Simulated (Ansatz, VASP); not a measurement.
One calculation of Au, two programs

```
Au
1.0
     0.00000    2.03500    2.03500
     2.03500    0.00000    2.03500
     2.03500    2.03500    0.00000
Au
1
Direct
  0.00000 0.00000 0.00000
```

Alike in both runs: task relaxation of cell and atoms; functional revPBE; dispersion D3(BJ); k mesh 11 × 11 × 11; occupations fermi-dirac, width 0.05 eV; no spin polarisation.

```csv
,VASP,Ansatz
version,VASP 6.6.1,Ansatz 0.2.0
potentials or method,"VASP PAW PBE potentials, release 64 (Au)",Ansatz PAW
plane-wave cutoff (eV),600,420
valence electrons in the cell,11,19
```

Ansatz gave:

```
relaxed volume (Å³/atom)                                     : 16.96
relaxed cell length with the largest relative difference (Å) : 2.884
```

Q: Which values does VASP return?

A: Relaxed volume (Å³/atom): 16.93; relaxed cell length with the largest relative difference (Å): 2.882.

The two sets of potentials don't hold the same shells in valence.

Caveats: the PAW data sets were made with another functional, which shifts forces and pressure a little (VASP); pairwise dispersion overbinds metals, which lowers pressure and volume (VASP); the plane-wave basis is chosen anew once the cell has moved, so the energies of steps on either side of that aren't comparable (Ansatz); the PAW data sets come from PBE, with cores solved anew for the run's functional, which leaves a small shift of forces and pressure (Ansatz). Zero-point motion and thermal expansion aren't in these numbers. Spin-orbit coupling is left out, which matters for the levels of Au.
